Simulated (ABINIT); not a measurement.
# As (Pm-3m) in ABINIT: convergence with k mesh

Aim: find how far k mesh must go before the results for As settle, at BLYP. This setting moves, with any that are tied to it; all else stays.

All numbers are computed with ABINIT 10.8.3 (patched build); they aren't measurements. Logs are shortened: lines on timing, memory, paths and dates and some standing lists are left out, and cuts for length are marked. The log counts tension as positive stress, the text compression.

### Step 1. The crystal as given

The structure is cubic, space group Pm-3m (No. 221). The conventional cell has a = 2.704 Å, b = 2.704 Å, c = 2.704 Å, α = 90.00°, β = 90.00°, γ = 90.00°. As (site symmetry m-3m) is surrounded by 6 As at 2.70 Å.

This isn't the form of As at room conditions, which is rhombohedral.

### Step 2. With k mesh 2 × 2 × 2

run.abi

```
pp_dirpath "./"
pseudos "33_As_15_1.8_2.1_pbe_n_v1.0.psp8"

acell 3*1.0 Angstrom
rprim
     2.7036817444     0.0000000000     0.0000000000
     0.0000000000     2.7036817444     0.0000000000
     0.0000000000     0.0000000000     2.7036817444
ntypat 1
znucl 33
natom 1
typat 1
xred
     0.5000000000     0.5000000000     0.5000000000

ecut 34.0

kptopt 1
ngkpt 2 2 2
nshiftk 1
shiftk 0.0 0.0 0.0

ixc -106131

nband 12
occopt 3
tsmear 0.00183747

nstep 100
tolvrs 1.0e-10

iomode 3
prtwf 0
prtden 0
prteig 0
prtebands 0
enunit 1
```

Potentials or basis: SPMS NC PBE v1.0.

On the command line:

```
> abinit run.abi > log 2>&1
```

run.abo:

```text
.Version 10.8.3 of ABINIT
 Symmetries : space group Pm -3 m (#221); Bravais cP (primitive cubic)
================================================================================
 Values of the parameters that define the memory need of the present run
     intxc =       0    ionmov =       0      iscf =       7    lmnmax =       6
     lnmax =       6     mgfft =      30  mpssoang =       3    mqgrid =    3001
     natom =       1  nloc_mem =       1    nspden =       1   nspinor =       1
    nsppol =       1      nsym =      48    n1xccc =    2501    ntypat =       1
    occopt =       3   xclevel =       2
       mpw =         664          nfft =       27000          nkpt =           4
================================================================================
================================================================================

--------------------------------------------------------------------------------
------------- Echo of variables that govern the present computation ------------
--------------------------------------------------------------------------------
 -outvars: echo values of preprocessed input variables --------
            acell      1.8897261259E+00  1.8897261259E+00  1.8897261259E+00 Bohr
              amu      7.49215900E+01
             ecut      3.40000000E+01 Hartree
           enunit           1
              ixc     -106131
         kptrlatt        2    0    0      0    2    0      0    0    2
          kptrlen      1.02184361E+01
            natom           1
            nband          12
            ngfft          30      30      30
             nkpt           4
            nstep         100
             nsym          48
           ntypat           1
           occopt           3
           prtden           0
        prtebands           0
           prteig           0
            prtwf           0
            rprim      2.7036817444E+00  0.0000000000E+00  0.0000000000E+00
                       0.0000000000E+00  2.7036817444E+00  0.0000000000E+00
                       0.0000000000E+00  0.0000000000E+00  2.7036817444E+00
          spgroup         221
           tolvrs      1.00000000E-10
           tsmear      1.83747000E-03 Hartree
            typat      1
           xangst      1.3518408722E+00  1.3518408722E+00  1.3518408722E+00
            xcart      2.5546090143E+00  2.5546090143E+00  2.5546090143E+00
             xred      5.0000000000E-01  5.0000000000E-01  5.0000000000E-01
            znucl       33.00000

================================================================================

 chkinp: Checking input parameters for consistency.

================================================================================
== DATASET  1 ==================================================================

--- !DatasetInfo
iteration_state: {dtset: 1, }
dimensions: {natom: 1, nkpt: 4, mband: 12, nsppol: 1, nspinor: 1, nspden: 1, mpw: 664, }
cutoff_energies: {ecut:  34.0, pawecutdg:  -1.0, }
electrons: {nelect:   1.50000000E+01, charge:   0.00000000E+00, occopt:   3.00000000E+00, tsmear:   1.83747000E-03, }
meta: {optdriver: 0, ionmov: 0, optcell: 0, iscf: 7, paral_kgb: 0, }
...

 Real(R)+Recip(G) space primitive vectors, cartesian coordinates (Bohr,Bohr^-1):
[... 59 lines left out ...]
lattice_volume:   1.3337158E+02
convergence: {deltae: -4.050E-12, res2:  4.004E-13, residm:  2.758E-06, diffor: null, }
etotal    :  -9.88870662E+01
entropy   :   0.00000000E+00
fermie    :   2.38503403E-01
cartesian_stress_tensor: # hartree/bohr^3
- [ -1.35232531E-04,   0.00000000E+00,   0.00000000E+00, ]
- [  0.00000000E+00,  -1.35232531E-04,   0.00000000E+00, ]
- [  0.00000000E+00,   0.00000000E+00,  -1.35232531E-04, ]
pressure_GPa:   3.9787E+00
xred      :
- [  5.0000E-01,   5.0000E-01,   5.0000E-01, As]
cartesian_forces: # hartree/bohr
- [ -0.00000000E+00,  -0.00000000E+00,  -0.00000000E+00, ]
force_length_stats: {min:   0.00000000E+00, max:   0.00000000E+00, mean:   0.00000000E+00, }
...

 Integrated electronic density in atomic spheres:
 ------------------------------------------------
 Atom  Sphere_radius  Integrated_density
    1        2.00000         12.34453334
================================================================================

 ----iterations are completed or convergence reached----

 Mean square residual over all n,k,spin=   13.099E-08; max=  27.575E-07
 reduced coordinates (array xred) for    1 atoms
       0.500000000000      0.500000000000      0.500000000000
 rms dE/dt=  0.0000E+00; max dE/dt=  0.0000E+00; dE/dt below (all hartree)
    1       0.000000000000      0.000000000000      0.000000000000

 cartesian coordinates (angstrom) at end:
    1      1.35184087220000     1.35184087220000     1.35184087220000

 cartesian forces (hartree/bohr) at end:
    1     -0.00000000000000    -0.00000000000000    -0.00000000000000
 frms,max,avg= 0.0000000E+00 0.0000000E+00   0.000E+00  0.000E+00  0.000E+00 h/b

 cartesian forces (eV/Angstrom) at end:
    1     -0.00000000000000    -0.00000000000000    -0.00000000000000
 frms,max,avg= 0.0000000E+00 0.0000000E+00   0.000E+00  0.000E+00  0.000E+00 e/A
 length scales=  1.889726125908  1.889726125908  1.889726125908 bohr
              =  1.000000000000  1.000000000000  1.000000000000 angstroms
 Fermi (or HOMO) energy (eV) =   6.49001   Average Vxc (eV)= -10.69996
 Eigenvalues (   eV  ) for nkpt=   4  k points:
 kpt#   1, nband= 12, wtk=  0.12500, kpt=  0.0000  0.0000  0.0000 (reduced coord)
 -29.14320  -29.14320  -29.05041  -29.05041  -29.05041   -8.49366   10.55396   10.55396
  10.55396   15.26078   15.26078   17.51813
 prteigrs : prtvol=0 or 1, do not print more k-points.

--- !EnergyTerms
iteration_state     : {dtset: 1, }
comment             : Components of total free energy in Hartree
kinetic             :  6.17176851141672E+01
hartree             :  2.35839304521712E+01
xc                  : -2.04455798923077E+01
Ewald energy        : -6.24745244103888E+01
psp_core            :  3.74360933612144E+00
local_psp           : -6.38390584517150E+01
non_local_psp       : -4.11731283677175E+01
internal            : -9.88870662196690E+01
'-kT*entropy'       :  1.17494387441913E-15
total_energy        : -9.88870662196690E+01
total_energy_eV     : -2.69085415363531E+03
band_energy         : -1.07180790960048E+01
...

 Cartesian components of stress tensor (hartree/bohr^3)
  sigma(1 1)= -1.35232531E-04  sigma(3 2)=  0.00000000E+00
  sigma(2 2)= -1.35232531E-04  sigma(3 1)=  0.00000000E+00
  sigma(3 3)= -1.35232531E-04  sigma(2 1)=  0.00000000E+00

-Cartesian components of stress tensor (GPa)         [Pressure=  3.9787E+00 GPa]
- sigma(1 1)= -3.97867843E+00  sigma(3 2)=  0.00000000E+00
- sigma(2 2)= -3.97867843E+00  sigma(3 1)=  0.00000000E+00
- sigma(3 3)= -3.97867843E+00  sigma(2 1)=  0.00000000E+00

== END DATASET(S) ==============================================================
================================================================================

 -outvars: echo values of variables after computation  --------
            acell      1.8897261259E+00  1.8897261259E+00  1.8897261259E+00 Bohr
           etotal     -9.8887066220E+01
            fcart     -0.0000000000E+00 -0.0000000000E+00 -0.0000000000E+00
            rprim      2.7036817444E+00  0.0000000000E+00  0.0000000000E+00
                       0.0000000000E+00  2.7036817444E+00  0.0000000000E+00
                       0.0000000000E+00  0.0000000000E+00  2.7036817444E+00
           strten     -1.3523253106E-04 -1.3523253106E-04 -1.3523253106E-04
                       0.0000000000E+00  0.0000000000E+00  0.0000000000E+00
           xangst      1.3518408722E+00  1.3518408722E+00  1.3518408722E+00
             xred      5.0000000000E-01  5.0000000000E-01  5.0000000000E-01
 Calculation completed.
```

Run time: 1.1 s. Hardware: 1 thread of Arm Neoverse V2, shared host; peak memory 0.06 GiB.

What came out:

- Free energy: -2690.8542 eV
- Pressure: 4.0 GPa
- Valence electrons inside the program's atomic spheres: As 12.34 (radii [1.0584] Å)

### Step 3. With k mesh 3 × 3 × 3

Edit run.abi of step 2 so:

```diff
@@ -18,3 +18,3 @@
 kptopt 1
-ngkpt 2 2 2
+ngkpt 3 3 3
 nshiftk 1
```

Potentials or basis: SPMS NC PBE v1.0.

On the command line:

```
> abinit run.abi > log 2>&1
```

It took 1.4 s on 1 thread of Arm Neoverse V2, shared host; peak memory 0.06 GiB.

It converged, with:

```yaml
Free_energy: -2688.0580 eV
Pressure: 7.1 GPa
Band_gap_on_the_k_mesh: none (metal or under the smearing width)
Valence_electrons_inside_the_program's_atomic_spheres: As 12.29 (radii [1.0584] Å)
```

### Step 4. With k mesh 4 × 4 × 4

Edit run.abi of step 3 so:

```diff
@@ -18,3 +18,3 @@
 kptopt 1
-ngkpt 3 3 3
+ngkpt 4 4 4
 nshiftk 1
```

On the command line:

```
> abinit run.abi > log 2>&1
```

Run time: 2.8 s. Hardware: 1 thread of Arm Neoverse V2, shared host; peak memory 0.06 GiB.

It converged, with:

```yaml
Free_energy: -2688.0310 eV
Pressure: 6.7 GPa
Band_gap_on_the_k_mesh: none (metal or under the smearing width)
Valence_electrons_inside_the_program's_atomic_spheres: As 12.29 (radii [1.0584] Å)
```

### Step 5. With k mesh 6 × 6 × 6

Edit run.abi of step 4 so:

```diff
@@ -18,3 +18,3 @@
 kptopt 1
-ngkpt 4 4 4
+ngkpt 6 6 6
 nshiftk 1
```

On the command line:

```
> abinit run.abi > log 2>&1
```

Wall time 5.5 s (1 thread of Arm Neoverse V2, shared host); peak memory 0.06 GiB.

Results (log left out):

- Free energy: -2688.5111 eV
- Pressure: 9.0 GPa
- Band gap on the k mesh: none (metal or under the smearing width)
- Valence electrons inside the program's atomic spheres: As 12.31 (radii [1.0584] Å)

### Step 6. With k mesh 8 × 8 × 8

Edit run.abi of step 5 so:

```diff
@@ -18,3 +18,3 @@
 kptopt 1
-ngkpt 6 6 6
+ngkpt 8 8 8
 nshiftk 1
```

Potentials or basis: SPMS NC PBE v1.0.

On the command line:

```
> abinit run.abi > log 2>&1
```

Wall time 9.7 s (1 thread of Arm Neoverse V2, shared host); peak memory 0.06 GiB.

Results (log left out):

* Free energy: -2688.4601 eV
* Pressure: 8.9 GPa
* Band gap on the k mesh: none (metal or under the smearing width)
* Valence electrons inside the program's atomic spheres: As 12.30 (radii [1.0584] Å)

### Step 7. With k mesh 9 × 9 × 9

Edit run.abi of step 6 so:

```diff
@@ -18,3 +18,3 @@
 kptopt 1
-ngkpt 8 8 8
+ngkpt 9 9 9
 nshiftk 1
```

On the command line:

```
> abinit run.abi > log 2>&1
```

It took 10 s on 1 thread of Arm Neoverse V2, shared host; peak memory 0.06 GiB.

It converged, with:

```yaml
Free_energy: -2688.4784 eV
Pressure: 7.8 GPa
Band_gap_on_the_k_mesh: none (metal or under the smearing width)
Valence_electrons_inside_the_program's_atomic_spheres: As 12.30 (radii [1.0584] Å)
```

### Step 8. With k mesh 10 × 10 × 10

Edit run.abi of step 7 so:

```diff
@@ -18,3 +18,3 @@
 kptopt 1
-ngkpt 9 9 9
+ngkpt 10 10 10
 nshiftk 1
```

On the command line:

```
> abinit run.abi > log 2>&1
```

Run time: 15 s. Hardware: 1 thread of Arm Neoverse V2, shared host; peak memory 0.07 GiB.

Results (log left out):

```yaml
Free_energy: -2688.4986 eV
Pressure: 7.6 GPa
Band_gap_on_the_k_mesh: none (metal or under the smearing width)
Valence_electrons_inside_the_program's_atomic_spheres: As 12.30 (radii [1.0584] Å)
```

### Step 9. With k mesh 12 × 12 × 12

Edit run.abi of step 8 so:

```diff
@@ -18,3 +18,3 @@
 kptopt 1
-ngkpt 10 10 10
+ngkpt 12 12 12
 nshiftk 1
```

Potentials or basis: SPMS NC PBE v1.0.

On the command line:

```
> abinit run.abi > log 2>&1
```

Wall time 23 s (1 thread of Arm Neoverse V2, shared host); peak memory 0.08 GiB.

Results (log left out):

| Property | Result |
| --- | --- |
| Free energy | -2688.4656 eV |
| Pressure | 8.4 GPa |
| Band gap on the k mesh | none (metal or under the smearing width) |
| Valence electrons inside the program's atomic spheres | As 12.30 (radii [1.0584] Å) |

### Step 10. With k mesh 15 × 15 × 15

Edit run.abi of step 9 so:

```diff
@@ -18,3 +18,3 @@
 kptopt 1
-ngkpt 12 12 12
+ngkpt 15 15 15
 nshiftk 1
```

On the command line:

```
> abinit run.abi > log 2>&1
```

Wall time 34 s (1 thread of Arm Neoverse V2, shared host); peak memory 0.09 GiB.

The run converged. Its results:

```
Free energy                                           : -2688.4795 eV
Pressure                                              : 7.9 GPa
Band gap on the k mesh                                : none (metal or under the smearing width)
Valence electrons inside the program's atomic spheres : As 12.30 (radii [1.0584] Å)
```

### Step 11. Summary

```tsv
k mesh	energy less the tightest run, at zero smearing (meV/atom)	pressure (GPa)	SCF cycles	CPU time (s)	peak memory (GiB)
2 × 2 × 2	-2376.79	3.98	8	1.1	0.06
3 × 3 × 3	438.44	7.10	7	1.4	0.06
4 × 4 × 4	450.76	6.66	8	2.8	0.06
6 × 6 × 6	-30.10	8.95	8	5.5	0.06
8 × 8 × 8	20.72	8.88	8	9.7	0.06
9 × 9 × 9	1.77	7.77	8	10	0.06
10 × 10 × 10	-20.19	7.63	8	15	0.07
12 × 12 × 12	14.31	8.36	8	23	0.08
15 × 15 × 15	0.00	7.89	8	34	0.09
```

Not settled before the last step: the energy (to 1 meV/atom), the pressure (to 0.1 GPa). Meshes of other sizes hit other points, so gaps and Fermi surfaces needn't settle smoothly. The tightest run that finished is the yardstick and may itself not be fully converged.

Caveats: the potentials were made for another functional, which shifts forces and pressure.
